### The same crystal, five pressures

Put the same atoms in the same places, and one might expect the pressure inside the crystal to come out the same whichever density functional is used. Hafnium nitride seems a good case for this, since the rock-salt structure leaves no atom free to shift and all five calculations use one cell. Yet the pressures differ by many gigapascals, and even their sign changes.

ABINIT 10.8.3, plane-wave Kohn–Sham DFT for rock-salt HfN in one fixed cell (conventional edge 4.512 Å), without spin polarisation, spin–orbit coupling or dispersion correction. All runs use a 10 × 10 × 10 k-point mesh for the two-atom cell and Fermi–Dirac occupations with a smearing width of 0.05 eV. Positive pressure means compression.

| functional | potentials | wave cutoff | pressure (GPa) |
| --- | --- | --- | --- |
| LDA | PseudoDojo-NC-SR-LDA-v0.4.1-standard | 1142.88 eV | -12.340 |
| PBE | JTH-PAW-PBE-v2.0 | 707.496 eV | 4.850 |
| r2SCAN | JTH-PAW-PBE-v2.0 | 843.553 eV | 2.950 |
| HCTH407 | JTH-PAW-PBE-v2.0 | 707.496 eV | -0.530 |
| SCAN | JTH-PAW-PBE-v2.0 | 816.342 eV | -0.850 |

A positive pressure means that the crystal is squeezed and would expand if released. A negative one means that it is stretched and would contract. PBE and r2SCAN therefore ask for a larger cell, while LDA, HCTH407 and SCAN ask for a smaller one. LDA stands apart: it lies 11.5 GPa below its nearest neighbour, twice the spread of the other four rows.

### What a pressure at fixed volume measures

Pressure is minus the slope of the energy against volume. Each functional has its own energy curve, with its minimum at its own preferred volume. At a common volume, one functional may already be past its minimum while another has not reached it. The column thus shows which way each minimum lies, although no cell was relaxed.

The difference between two pressures tells how fast two energy curves drift apart as the cell grows. PBE lies 17.2 GPa above LDA. For a volume increase of 1 %, this means that the PBE energy moves down relative to the LDA energy by about 25 meV per HfN unit. The question is why expansion should favour PBE.

### Why PBE pushes outward

LDA treats each small region as part of a uniform electron gas with the local density. PBE also looks at how steeply the density changes. The measure it uses is the reduced gradient s = |∇n|/(2k_F n), where n is the electron density and k_F, the Fermi wavenumber of a uniform gas of that density, grows as n^(1/3). Where s is larger, PBE lowers the exchange energy further below the LDA value.

A hydrogen atom shows what happens when density thins out. Its density decays exponentially with distance from the nucleus, so |∇n|/n is constant and s varies as n^(−1/3). If the density drops to one eighth, s doubles. While s is small, the extra exchange energy per electron varies as n^(1/3) s², and so it would double as well. In hydrogen itself s is not small even at the nucleus, so the real gain falls short of a doubling.

Something similar is expected in HfN when the crystal expands. The overlap of neighbouring atoms weakens, the density between them falls, and the reduced gradient tends to rise. PBE rewards this change and LDA does not, so PBE adds an outward push. The rows do not show where in the cell most of this push arises; the region where the outer core shells of Hf meet the valence electrons may count as much as the middle of the bond. The gradient correction to correlation acts in the opposite sense and cancels part of the gain.

The hydrogen picture gives the direction but not the size. In HfN the densities of neighbours overlap and their gradients partly cancel, which a lone atom cannot show. Even the direction holds only while s is moderate: at large s the PBE enhancement saturates, and the extra energy per electron then shrinks as the density falls. The table itself shows only the pressures; the link to the gradient is argued from the form of the functionals and agrees with the well-known tendency of LDA to bind solids too tightly.

One reservation belongs to this comparison. The LDA row also uses another type of potential than the PBE row. Each potential was made for its own functional, so the pairing is sound, but no row separates the effect of the potential from that of the functional. The 17.2 GPa is the difference between two complete recipes.

### From pressure to lattice edge

The pressures can be turned into rough lengths. The bulk modulus B is the pressure needed per relative change of volume, so a crystal under pressure P relaxes by a volume fraction of about P/B. In a cubic crystal the edge changes by a third of that, P/(3B). For HfN, B is roughly 300 GPa, a recalled value used here for every functional and not adjusted to the rows.

For LDA this gives −12.34/(3 × 300), a contraction of about 1.4 %. The common cell has an edge of 4.512 Å, so LDA would settle near 4.45 Å. The same step for PBE gives an expansion of about 0.5 %, to roughly 4.54 Å. A pressure gap that looks enormous thus becomes a difference of about 0.09 Å, because the nitride is so stiff.

Changing B to 250 or 350 GPa moves that difference to about 0.10 or 0.07 Å. The estimate also ignores that a crystal stiffens as it shrinks, which matters most for LDA, the row with the longest way to go. No relaxed cells are available to test these edges. The directions follow from the signs of the pressures, whatever value of B is chosen. For HCTH407 and SCAN, though, the pressure lies within 1 GPa of zero, and a plane-wave basis that is not quite complete could be enough to change the sign.

### HCTH407: a gradient is not enough

HCTH407 contains gradient corrections too, yet its pressure lies 5.4 GPa below that of PBE. The simple picture explains why such a correction can push outward, but not how strongly a particular functional will do so. That depends on the detailed response to the gradient, and HCTH407 was fitted to data for molecules rather than solids. Unlike PBE, it does not reduce to the uniform gas when s goes to zero: there it binds more strongly than LDA, which favours high density and pulls inward. Its enhancement also dips at small s and climbs only at larger s. In a dense metal, where much of the valence density has small to moderate s, a weaker outward push than that of PBE is therefore expected.

A different electronic state is not visible as the cause. In both calculations eight bands are filled, and one further electron is shared among partly filled bands, as befits a metal. There is, however, a technical mismatch: HCTH407 was run with atomic datasets generated for PBE. The form of the functional is expected to give a gap of this sign by itself, but no row separates its share of the 5.4 GPa from that of the mismatch.

### SCAN and r2SCAN: a gap whose size is in doubt

SCAN and r2SCAN use the kinetic-energy density of the electrons in addition to the density and its gradient. They are close relatives and usually give similar lattice constants, with r2SCAN tending to slightly larger cells, so its higher pressure has the expected sign. Here they differ by 3.8 GPa and fall on opposite sides of zero. With the estimate above, that is only about 0.02 Å in the edge, but it is enough to reverse the predicted response of this cell.

Several technical features advise against reading the size of this gap as chemistry. Both rows use the PBE datasets, and in both the program met very small densities and reset them to a minimum value. Their energy cutoffs also differ, and SCAN is known to be numerically delicate. None of these has been shown to cause the gap, but none has been tested away.

The energies give a further warning. In the full outputs, which the table does not show, the contribution from the regions around the nuclei is large and positive for r2SCAN and SCAN but large and negative for PBE, a difference of more than a thousand electronvolts. Between r2SCAN and SCAN themselves the same term differs by 26.6 eV. Such jumps cannot be a change in Hf–N bonding. A part that depends on the frozen cores alone would be the same at every volume and would leave the pressure untouched. Whether the whole jump is of this kind is not known, so the place of these two rows between LDA and PBE should be taken as a result of these runs only.

### Why zero is not a prize

HCTH407 and SCAN come closest to zero pressure. This means that they nearly agree with the chosen cell, which is not the same as agreeing with a real crystal. Had a slightly larger cell been chosen, all five pressures would have moved down and another functional could have looked best. A fair comparison with a measured lattice constant would also have to allow for zero-point motion and thermal expansion, which these calculations leave out.

The same point matters when stress in a nitride film is calculated. If the unstrained reference cell comes from one functional and the stress from another, part of the result is only the disagreement between the two. In this table that disagreement reaches 17.2 GPa for a cell held fixed in all directions. A film can relax along its normal, so the error in its stress would be smaller; it is expected to stay large for LDA against PBE and to be modest for pairs whose pressures lie close together. The reference cell should therefore be relaxed with the same functional and potentials as the strained film.

### The neighbouring nitride and the relaxed cell

Zirconium nitride has the same structure and similar bonding, so the same argument would put PBE above LDA in pressure at a common cell. How far apart their lattice edges lie would depend on stiffness as well: for a given pressure gap, a softer crystal shows a larger difference in length.

Had each functional been allowed to relax its own HfN cell, the pressure column would have been close to zero throughout. The disagreement would then have appeared in the lattice edges, with LDA giving a shorter edge than PBE. The printed output after this text lists the pressure differences and the rough edge for each functional.

Numerical output:

```
PBE pressure minus LDA pressure, GPa: 17.19
PBE energy change relative to LDA for 1 % more volume, meV per formula unit: -24.63
spread of the four rows with PBE datasets, GPa: 5.7
distance from LDA to the nearest other row, GPa: 11.49
PBE pressure minus HCTH407 pressure, GPa: 5.38
r2SCAN pressure minus SCAN pressure, GPa: 3.8
r2SCAN-SCAN gap as percentage of the PBE-LDA gap, %: 22.11
HCTH407 pressure minus SCAN pressure, GPa: 0.32
Rough preferred edge if the bulk modulus is 300 GPa:
      row  pressure_GPa  edge_change_percent  rough_edge_A
      LDA        -12.34               -1.371          4.45
      PBE          4.85               0.5389         4.536
   r2SCAN          2.95               0.3278         4.527
  HCTH407         -0.53             -0.05889         4.509
     SCAN         -0.85             -0.09444         4.508
rough PBE edge minus LDA edge with 300 GPa, A: 0.08618
the same with 250 GPa, A: 0.1034
the same with 350 GPa, A: 0.07387
```
